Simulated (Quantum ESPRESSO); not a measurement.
# CoO (Pm-3m) in Quantum ESPRESSO: further runs, part 2 of 2

Quantum ESPRESSO 7.5. The steps go on from the part before.

## (3) Phonons, LDA, collinear spin, ferromagnetic start, target pressure 15 GPa, at which the enthalpy is minimised

Contents of pw.in:

```
&CONTROL
  calculation = 'scf'
  prefix = 'pwscf'
  outdir = './tmp'
  pseudo_dir = './pseudo'
  tprnfor = .true.
  tstress = .true.
  disk_io = 'low'
/
&SYSTEM
  ibrav = 0
  A = 2.57052631
  nat = 2
  ntyp = 2
  ecutwfc = 96
  nbnd = 21
  occupations = 'smearing'
  smearing = 'fd'
  degauss = 0.00367493
  nspin = 2
  starting_magnetization(1) = 0.1176
  starting_magnetization(2) = 0
/
&ELECTRONS
  conv_thr = 4d-10
  electron_maxstep = 120
  mixing_beta = 0.3
/
ATOMIC_SPECIES
Co    58.9332 Co.upf
O     15.9990 O.upf
CELL_PARAMETERS alat
   1.0000000000    0.0000000000    0.0000000000
   0.0000000000    1.0000000000    0.0000000000
   0.0000000000    0.0000000000    1.0000000000
ATOMIC_POSITIONS alat
Co     0.0000000000    0.0000000000    0.0000000000
O      0.5000000000    0.5000000000    0.5000000000
K_POINTS automatic
6 6 6 1 1 1
```

Contents of relax.in:

```
&CONTROL
  calculation = 'vc-relax'
  prefix = 'pwscf'
  outdir = './tmp'
  pseudo_dir = './pseudo'
  tprnfor = .true.
  tstress = .true.
  disk_io = 'low'
  nstep = 40
  forc_conv_thr = 0.0001
  etot_conv_thr = 1d-06
/
&SYSTEM
  ibrav = 0
  A = 2.57052631
  nat = 2
  ntyp = 2
  ecutwfc = 96
  nbnd = 21
  occupations = 'smearing'
  smearing = 'fd'
  degauss = 0.00367493
  nspin = 2
  starting_magnetization(1) = 0.1176
  starting_magnetization(2) = 0
/
&ELECTRONS
  conv_thr = 4d-10
  electron_maxstep = 120
  mixing_beta = 0.3
/
&IONS
  ion_dynamics = 'bfgs'
/
&CELL
  cell_dynamics = 'bfgs'
  press = 150
  press_conv_thr = 0.2
/
ATOMIC_SPECIES
Co    58.9332 Co.upf
O     15.9990 O.upf
CELL_PARAMETERS alat
   1.0000000000    0.0000000000    0.0000000000
   0.0000000000    1.0000000000    0.0000000000
   0.0000000000    0.0000000000    1.0000000000
ATOMIC_POSITIONS alat
Co     0.0000000000    0.0000000000    0.0000000000
O      0.5000000000    0.5000000000    0.5000000000
K_POINTS automatic
6 6 6 1 1 1
```

Contents of scf2.in:

```
&CONTROL
  calculation = 'scf'
  prefix = 'pwscf'
  outdir = './tmp'
  pseudo_dir = './pseudo'
  tprnfor = .true.
  tstress = .true.
  disk_io = 'low'
/
&SYSTEM
  ibrav = 0
  A = 2.47658096
  nat = 2
  ntyp = 2
  ecutwfc = 96
  nbnd = 21
  occupations = 'smearing'
  smearing = 'fd'
  degauss = 0.00367493
  nspin = 2
  starting_magnetization(1) = 0.1176
  starting_magnetization(2) = 0
/
&ELECTRONS
  conv_thr = 1d-13
  electron_maxstep = 120
  mixing_beta = 0.3
  startingpot = 'file'
  startingwfc = 'file'
/
ATOMIC_SPECIES
Co    58.9332 Co.upf
O     15.9990 O.upf
CELL_PARAMETERS alat
   0.9999999992    0.0000000000    0.0000000000
   0.0000000000    0.9999999992    0.0000000000
   0.0000000000    0.0000000000    0.9999999992
ATOMIC_POSITIONS alat
Co     0.0000000000    0.0000000000    0.0000000000
O      0.4999999996    0.4999999996    0.4999999996
K_POINTS automatic
6 6 6 1 1 1
```

Contents of ph.in:

```
phonons of CoO
&INPUTPH
  prefix = 'pwscf'
  outdir = './tmp'
  tr2_ph = 1d-18
  fildyn = 'dyn'
  niter_ph = 90
  alpha_mix(1) = 0.4
/
0.0000000000 0.0000000000 0.0000000000
```

Contents of dynmat.in:

```
&INPUT
  fildyn = 'dyn'
  asr = 'crystal'
  filout = 'dynmat.disp'
  fileig = 'dynmat.eig'
/
```

Potentials or basis: PseudoDojo 0.4.1 SR LDA standard.

The run is started by

```bash
$ OMP_NUM_THREADS=1 pw.x -in pw.in > pw.out
$ OMP_NUM_THREADS=1 pw.x -in relax.in > relax.out
$ OMP_NUM_THREADS=1 pw.x -in scf2.in > scf2.out
$ OMP_NUM_THREADS=1 ph.x -in ph.in > ph.out
$ OMP_NUM_THREADS=1 dynmat.x -in dynmat.in > dynmat.out
```

pw.out:

```text
This program is part of the open-source Quantum ESPRESSO suite
     for quantum simulation of materials; please cite
[... 9 lines left out ...]
     --------------------
     sticks:   dense  smooth     PW     G-vecs:    dense   smooth      PW
     Sum         725     725    221                14531    14531    2373

     Using Slab Decomposition

     bravais-lattice index     =            0
     lattice parameter (alat)  =       4.8576  a.u.
     unit-cell volume          =     114.6206 (a.u.)^3
     number of atoms/cell      =            2
     number of atomic types    =            2
     number of electrons       =        23.00
     number of Kohn-Sham states=           21
     kinetic-energy cutoff     =      96.0000  Ry
     charge density cutoff     =     384.0000  Ry
     scf convergence threshold =      4.0E-10
     mixing beta               =       0.3000
     number of iterations used =            8  plain     mixing
     Exchange-correlation= SLA  PW   NOGX NOGC
                           (   1   4   0   0   0   0   0)

     celldm(1)=   4.857591  celldm(2)=   0.000000  celldm(3)=   0.000000
     celldm(4)=   0.000000  celldm(5)=   0.000000  celldm(6)=   0.000000

     crystal axes: (cart. coord. in units of alat)
               a(1) = (   1.000000   0.000000   0.000000 )
               a(2) = (   0.000000   1.000000   0.000000 )
               a(3) = (   0.000000   0.000000   1.000000 )

     reciprocal axes: (cart. coord. in units 2 pi/alat)
               b(1) = (  1.000000  0.000000  0.000000 )
               b(2) = (  0.000000  1.000000  0.000000 )
               b(3) = (  0.000000  0.000000  1.000000 )

     PseudoPot. # 1 for Co read from file:
     Co.upf
     Pseudo is Norm-conserving + core correction, Zval = 17.0
     Generated using ONCVPSP code by D. R. Hamann
     Using radial grid of 1372 points,  6 beta functions with:
                l(1) =   0
                l(2) =   0
                l(3) =   1
                l(4) =   1
                l(5) =   2
                l(6) =   2

     PseudoPot. # 2 for O  read from file:
     O.upf
     Pseudo is Norm-conserving + core correction, Zval =  6.0
     Generated using ONCVPSP code by D. R. Hamann
[... 28 lines left out ...]
        k(    3) = (   0.0833333   0.0833333   0.4166667), wk =   0.1111111
        k(    4) = (   0.0833333   0.2500000   0.2500000), wk =   0.1111111
        k(    5) = (   0.0833333   0.2500000   0.4166667), wk =   0.2222222
        k(    6) = (   0.0833333   0.4166667   0.4166667), wk =   0.1111111
        k(    7) = (   0.2500000   0.2500000   0.2500000), wk =   0.0370370
        k(    8) = (   0.2500000   0.2500000   0.4166667), wk =   0.1111111
        k(    9) = (   0.2500000   0.4166667   0.4166667), wk =   0.1111111
        k(   10) = (   0.4166667   0.4166667   0.4166667), wk =   0.0370370

     Dense  grid:    14531 G-vectors     FFT dimensions: (  32,  32,  32)

     Generating pointlists ...
     new r_m :   0.3572 (alat units)  1.7353 (a.u.) for type    1
     new r_m :   0.3572 (alat units)  1.7353 (a.u.) for type    2

     Initial potential from superposition of free atoms

     starting charge      22.9998, renormalised to      23.0000
     Starting wfcs are   14 randomized atomic wfcs +    7 random wfcs

     Self-consistent Calculation

     iteration #  1     ecut=    96.00 Ry     beta= 0.30
     Davidson diagonalization with overlap
     ethr =  1.00E-02,  avg # of iterations =  5.1

     Threshold (ethr) on eigenvalues was too large:
     Diagonalizing with lowered threshold

     Davidson diagonalization with overlap
     ethr =  6.53E-04,  avg # of iterations =  1.0

     total energy              =    -338.50979947 Ry
     estimated scf accuracy    <       0.15029854 Ry
[... 134 lines left out ...]
     iteration # 15     ecut=    96.00 Ry     beta= 0.30
     Davidson diagonalization with overlap
     ethr =  2.58E-11,  avg # of iterations =  1.0

     Magnetic moment per site  (integrated on atomic sphere of radius R)
     atom   1 (R=0.357)  charge= 14.8703  magn=  2.4372
     atom   2 (R=0.357)  charge=  5.9030  magn=  0.5072

     End of self-consistent calculation

 ------ SPIN UP ------------

          k = 0.0833 0.0833 0.0833 (  1830 PWs)   bands (ev):

   -79.8478 -43.5458 -43.5450 -43.5450  -4.2910  11.3484  11.3484  11.7352
    12.9195  12.9195  14.0921  14.0921  14.1899  18.4471  31.2039  31.2039
    35.3675  37.3581  37.3581  44.6417  44.6417
[... 51 lines left out ...]
   -79.8162 -43.6299 -43.6292 -43.6292  -1.4813   8.5719   8.5719   8.9054
    14.3507  14.3507  15.0123  15.7698  15.7698  22.7185  23.7394  23.7394
    33.0274  37.9499  37.9499  37.9840  52.6258

 ------ SPIN DOWN ----------

          k = 0.0833 0.0833 0.0833 (  1830 PWs)   bands (ev):

   -77.4640 -41.0497 -41.0486 -41.0486  -3.5384  12.7224  12.7465  12.7465
    14.4625  14.4625  16.4983  16.4983  16.5974  19.2692  31.9606  31.9606
    36.0530  37.9876  37.9876  45.1285  45.1285
[... 51 lines left out ...]
   -77.4301 -41.1417 -41.1408 -41.1408  -0.5739   9.6773   9.6773   9.9564
    16.6000  16.6000  17.1469  17.9655  17.9655  23.3319  24.2872  24.2872
    33.8753  38.7705  38.7705  38.8301  53.2223

     the Fermi energy is    16.0251 ev

!    total energy              =    -338.54577860 Ry
     estimated scf accuracy    <          1.6E-10 Ry
     smearing contrib. (-TS)   =      -0.00091477 Ry
     internal energy E=F+TS    =    -338.54486384 Ry

     The total energy is F=E-TS. E is the sum of the following terms:
     one-electron contribution =    -135.16953094 Ry
     hartree contribution      =      83.95991520 Ry
     xc contribution           =     -63.82596524 Ry
     ewald contribution        =    -223.50928286 Ry

     total magnetization       =     3.00 Bohr mag/cell
     absolute magnetization    =     3.01 Bohr mag/cell

     convergence has been achieved in  15 iterations

     Forces acting on atoms (cartesian axes, Ry/au):

     atom    1 type  1   force =     0.00000000    0.00000000    0.00000000
     atom    2 type  2   force =     0.00000000    0.00000000    0.00000000

     Total force =     0.000000     Total SCF correction =     0.000000

     Computing stress (Cartesian axis) and pressure

          total   stress  (Ry/bohr**3)                   (kbar)     P=      -90.60
  -0.00061587   0.00000000   0.00000000          -90.60        0.00        0.00
   0.00000000  -0.00061587   0.00000000            0.00      -90.60        0.00
   0.00000000   0.00000000  -0.00061587            0.00        0.00      -90.60

=------------------------------------------------------------------------------=
   JOB DONE.
=------------------------------------------------------------------------------=
```

scf2.out:

```text
This program is part of the open-source Quantum ESPRESSO suite
     for quantum simulation of materials; please cite
[... 9 lines left out ...]
     --------------------
     sticks:   dense  smooth     PW     G-vecs:    dense   smooth      PW
     Sum         673     673    197                13133    13133    2109
[... 284 lines left out ...]
   0.00101770   0.00000000   0.00000000          149.71        0.00        0.00
   0.00000000   0.00101770   0.00000000            0.00      149.71        0.00
   0.00000000   0.00000000   0.00101770            0.00        0.00      149.71

=------------------------------------------------------------------------------=
   JOB DONE.
=------------------------------------------------------------------------------=
```

Wall time 3.4 min (1 thread of AMD EPYC 7R43 (Zen 3), shared host); peak memory 0.06 GiB.

Results:

- Free energy: -4606.1064 eV
- Relaxed volume: 7.59 Å³/atom
- Relaxed cell: a = 2.477 Å, b = 2.477 Å, c = 2.477 Å, α = 90.00°, β = 90.00°, γ = 90.00°
- Space group after relaxing (to 0.05 Å): Pm-3m (No. 221)
- Pressure after relaxing: 15.0 GPa
- Band gap on the k mesh: none (metal or under the smearing width)
- Net moment: 2.31 μB per cell
- Absolute moment: 2.32 μB per cell
- Site moments: Co +1.93; O +0.32 μB
- Valence electrons inside the program's atomic spheres: Co 14.87; O 5.90
- Highest phonon frequency at Γ: 125 cm⁻¹

The path:
```csv
step,energy change (eV),largest force (eV/Å),pressure (GPa),volume (Å³)
1,0.0000,0.0000,-9.06,16.99
2,0.0648,0.0000,18.94,14.99
3,0.0388,0.0000,14.25,15.24
4,0.0426,0.0000,14.89,15.20
5,0.0432,0.0000,15.01,15.19
```

Final structure:
```
Co O
1.0
     2.47658    0.00000    0.00000
     0.00000    2.47658    0.00000
     0.00000    0.00000    2.47658
Co O
1 1
Direct
  0.00000 0.00000 0.00000
  0.50000 0.50000 0.50000
```

Levels at points of the mesh, in eV from the Fermi level:
Spin up:
```csv
k point,band 11,band 12,band 13,band 14,band 15,band 16
"(0.08, 0.08, 0.08)",-1.65,-1.65,-1.44,3.31,16.07,16.07
```
Spin down:
| k point | band 8 | band 9 | band 10 | band 11 | band 12 | band 13 |
| --- | --- | --- | --- | --- | --- | --- |
| (0.08, 0.08, 0.08) | -4.09 | -2.13 | -2.13 | 0.27 | 0.27 | 0.46 |

Phonon frequencies in cm⁻¹ (negative: imaginary):
| q point | frequencies |
| --- | --- |
| (0.000, 0.000, 0.000) | 5 5 5 125 125 125 |

Optical modes at Γ, degenerate ones joined:
```
cm⁻¹  components  symmetry  active in
 125           3       T1u         IR
```

Caveat: the k mesh is coarse (spacing up to 0.41 Å⁻¹), so the values aren't converged; the mesh is thin for the phonons of a metal; the cell is more than 3 GPa from zero pressure, which shifts response properties; a cell with one magnetic atom can't hold antiferromagnetic order, which such compounds often take; semilocal functionals often make such compounds metallic where correlation or magnetic order opens a gap, which also shifts bond lengths.
